## How far can I trust a pressure read between computed volumes of grey tin?

**Question**

I have r2SCAN pressures for grey tin, the diamond-structure form of the metal, at several volumes. I need the pressure at two volumes in between. A positive pressure means that the cell pushes outward and has to be held in by a load; a negative one means that it has to be pulled to stay so large.

Grey tin (diamond structure, two-atom cell) at fixed volumes, computed with Ansatz 0.2.0 using the r2SCAN functional, PAW potentials and a 500 eV plane-wave cutoff. All runs are spin-unpolarised, without spin-orbit coupling, and use a 6×6×6 k mesh and Fermi-Dirac smearing of 0.02 eV. Pressure is positive in compression.

```tsv
volume (Å³/atom)	shortest distance (Å)	pressure (GPa)
34.265	2.813	1.560
34.494	2.819	?
35.432	2.844	?
35.837	2.855	-0.470
37.600	2.901	-2.160
38.774	2.931	-3.070
```

The quick way is to draw a straight line between the known neighbours, at 34.265 and 35.837 Å³/atom. Is that good enough, or does the curve bend so much that I need a proper equation of state? I would also like to know how wrong the answer may be, and why the curve bends at all.

**Answer**

Two sizes are worth remembering for grey tin near its rest volume. Changing the volume by 1% changes the pressure by about 0.4 GPa. Changing the bond length by 1% changes the volume by about 3%, and so the pressure by more than 1 GPa. A small error in a lattice constant therefore shows up as a sizeable pressure.

Pressure is minus the slope of the energy against volume. At the rest volume the energy has its minimum and the pressure is zero. In a smaller cell the energy would drop on expansion, so the cell pushes outward; in a larger one it pulls inward. The table has both cases, with the change of sign between 34.265 and 35.837 Å³/atom.

The bend comes from the lopsided shape of the energy valley. Each tin atom is held by four covalent bonds. Squeezing them makes the kinetic energy of the valence electrons and their repulsion from the filled inner shells rise steeply, while stretching them lets the attraction fade gradually. The valley wall is thus steeper on the compressed side, and the solid softens as it expands. This is the general picture of bonding; the pressures alone show the softening but can't separate these parts.

The table shows how strong this softening is. The bulk modulus is the pressure change divided by the relative volume change. It averages 45 GPa over the most compressed interval between known rows and 30 GPa over the most expanded one. A third of the stiffness is gone, although the bonds have grown by only 4% from the first row to the last.

The simplest law with this behaviour lets the bulk modulus B grow in proportion to the pressure P:

B = B₀ + B′P

Here B₀ is the bulk modulus at zero pressure, and B′ is the stiffness gained per unit of pressure. Since B is also −V dP/dV, with V the volume, integration gives Murnaghan's equation:

P = (B₀/B′) [(V₀/V)^B′ − 1]

V₀ is the volume at zero pressure. I fitted the three constants to the four known rows and got V₀ = 35.44 Å³/atom, B₀ = 42 GPa and B′ of about 5. Three constants for four rows leave little room to fail, so the close fit is weak evidence for the law. The real test is at the volumes that the fit has not seen.

The total energies of the same runs offer a check on the stresses. The energy difference between two volumes, divided by the volume difference, is the mean pressure between them. From 34.265 to 35.837 Å³/atom the energies give 0.49 GPa and the fitted curve gives 0.50 GPa. The curve therefore has about the right average height across the stretch that you want to fill.

The first volume can be done by hand. Going from 34.265 to 34.494 Å³/atom is an expansion of 0.67%. The pressure there is around 1.4 GPa, so the local bulk modulus is about 42 + 5 × 1.4 = 49 GPa. The pressure drops by 49 × 0.0067 = 0.33 GPa, from 1.56 to 1.23 GPa.

This also shows what is wrong with the straight line. It uses the average stiffness of the whole interval, 45 GPa, where the solid is in fact stiffer. It lets the pressure fall too slowly at first and ends up too high, at 1.26 GPa.

The second volume lies almost exactly at the fitted V₀, so its pressure must be close to zero. The straight line gives 0.05 GPa there. My forecasts are the values of the Murnaghan curve:

- **34.494 Å³/atom:** 1.23 ± 0.03 GPa, a clear outward pressure, somewhat below that at 34.265 and below the straight line.
- **35.432 Å³/atom:** 0.01 ± 0.03 GPa, close to zero with the sign undecided, and below the straight line.

The range of 0.03 GPa is a judgement, not a statistical error. It is meant to allow for rounding, the k mesh and the choice among formulas that leave B′ free. The mesh matters because the two most expanded rows help to set the bend. In them the lowest conduction level, at the L point, has sunk below the top of the valence band at Γ, and the mesh samples the resulting small pockets of carriers coarsely. Spin-orbit coupling, which is left out, would shift these levels. The functional also has an error of its own in the volume, and temperature is absent, so the forecast is for this calculation and not for a piece of tin.

The withheld rows as computed:

```tsv
volume (Å³/atom)	shortest distance (Å)	pressure (GPa)
34.494	2.819	1.220
35.432	2.844	0.000
```

Both values fall inside their ranges, and both lie below the straight line. The Murnaghan curve is too high by 0.008 GPa at the first volume and by 0.007 GPa at the second. It misses the rows it was fitted to by up to 0.01 GPa, so misses of this size don't call for a physical explanation.

The hit at 35.432 Å³/atom is the weaker test. The strains recorded for the known runs are measured from an unstrained cell of 35.43 Å³/atom. The runs are labelled as strained r2SCAN geometries, which pointed to a cell relaxed with the same functional, so a pressure near zero was to be expected there without any equation of state. The fit didn't use this, but I knew it when I made the forecast. The output of the withheld run now confirms it: that run is the unstrained cell itself, at its r2SCAN geometry.

The straight line is too high by 0.04 GPa at the first volume and by 0.05 GPa at the second. Next to a pressure of zero, a percentage error has no meaning, so it helps to turn the miss into a volume. Dividing 0.05 GPa by 42 GPa gives about 0.1% of the volume. If you only want the rest volume to that accuracy, the straight line will do; if you want pressures to 0.01 GPa, it won't.

You could also save a constant and use Birch's second-order equation, which fixes B′ at 4. Fitted to the same four rows, it comes within 0.01 GPa of the computed pressure at 34.494 Å³/atom, as Murnaghan's does. The pressures in the table are rounded to 0.01 GPa, so they can't rank the two formulas there. At 35.432 Å³/atom, however, it is 0.04 GPa too high, almost as far off as the straight line. Its curve bends less than these rows require, and it happens to cross the computed one near the first volume. A single good hit would not have told the two formulas apart.

For another solid in one phase you can judge the bend before fitting anything. Take the average bulk modulus over two neighbouring intervals and see how much it changes. Here it falls from 45 to 35 GPa while the mean pressure falls by about 1.9 GPa, which already gives a B′ between 5 and 6. Whether such a change matters depends on the accuracy you need and on the spacing of your volumes: halve the distance between two known volumes, and the largest miss of the straight line between them falls to about a quarter. If that is still too much, use a curve that lets the stiffness change.

The fits and the energy check are in the printed output below. The two new volumes test the curve only between 34.265 and 35.837 Å³/atom. Outside the computed range I would run another volume rather than extend the formula.

Printed output of the fit:

```
fit of pressure on 4 rows: constant -8.338 +/- 0.031, coefficient of r**s 7.623 +/- 0.031, s 5.092; rms 0.00719, worst 37.6 -0.0109, leave-one-out rms 0.0548
  rows outside the fit (model, value, miss): 34.494 1.228, 1.22, 0.00796; 35.432 0.006542, 0, 0.00654
fit of pressure on 4 rows: coefficient of r**(7/3) 59.81 +/- 0.7, coefficient of r**(5/3) -60.49 +/- 0.7; rms 0.0305, worst 35.837 0.0479, leave-one-out rms 0.0783
  rows outside the fit (model, value, miss): 34.494 1.219, 1.22, -0.00112; 35.432 0.04041, 0, 0.0404
mean bulk modulus from 34.265 to 35.837 (GPa): 45.26
mean bulk modulus from 35.837 to 37.600 (GPa): 35.19
mean bulk modulus from 37.600 to 38.774 (GPa): 29.6
Murnaghan volume of zero pressure (A^3/atom): 35.44
Murnaghan bulk modulus at zero pressure (GPa): 42.45
judged half-range of both forecasts (GPa): 0.03
straight-line value at 34.494 (GPa): 1.264
straight-line value at 35.432 (GPa): 0.053
straight line less computed at 34.494 (GPa): 0.04428
straight line less computed at 35.432 (GPa): 0.053
mean pressure 34.265 to 35.837 from energies (GPa): 0.4943
mean pressure 34.265 to 35.837 from Murnaghan fit (GPa): 0.5017
mean pressure 35.837 to 37.600 from energies (GPa): -1.354
mean pressure 35.837 to 37.600 from Murnaghan fit (GPa): -1.358
unstrained volume implied by the recorded strain (A^3/atom): 35.43
```
